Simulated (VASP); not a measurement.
Runs of VASP 6.6.1 on Pd. The structure is cubic, space group Im-3m (No. 229). Conventional cell: a = 3.086 Å, b = 3.086 Å, c = 3.086 Å, α = 90.00°, β = 90.00°, γ = 90.00°. Pd (site symmetry m-3m) is surrounded by 8 Pd at 2.67 Å. This isn't the form of Pd at room conditions, which is fcc.

```csv
task,level,potentials or basis,cell,cutoff (eV),gap on the mesh (eV),pressure (GPa),relaxed volume (Å³/atom)
relaxation of cell and atoms,LDA,"VASP PAW LDA potentials, release 64 (Pd)",relaxed,600,none,0.0,14.26
relaxation of cell and atoms,PBEsol,"VASP PAW PBE potentials, release 64 (Pd)",relaxed,580,none,0.0,14.63
relaxation of cell and atoms,PBE,"VASP PAW PBE potentials, release 64 (Pd)",relaxed,600,none,0.0,(a)
relaxation of cell and atoms,PBEsol,"VASP PAW PBE potentials, release 64 (Pd)",relaxed,600,none,0.0,14.63
single point,PBEsol,"VASP PAW PBE potentials, release 64 (Pd)",as given,520,none,-0.9,-
```

Alike in all rows: no spin polarisation; k mesh 18 × 18 × 18; smearing gaussian 0.1 eV.

Estimate the missing entries.

(a) 15.40.

Caveats: the PAW data sets were made with another functional, which shifts forces and pressure a little (some runs).

A k mesh can miss the band edges, and the runs leave out spin-orbit coupling on Pd.

A gap of «none» marks a metal or a gap under the smearing width.
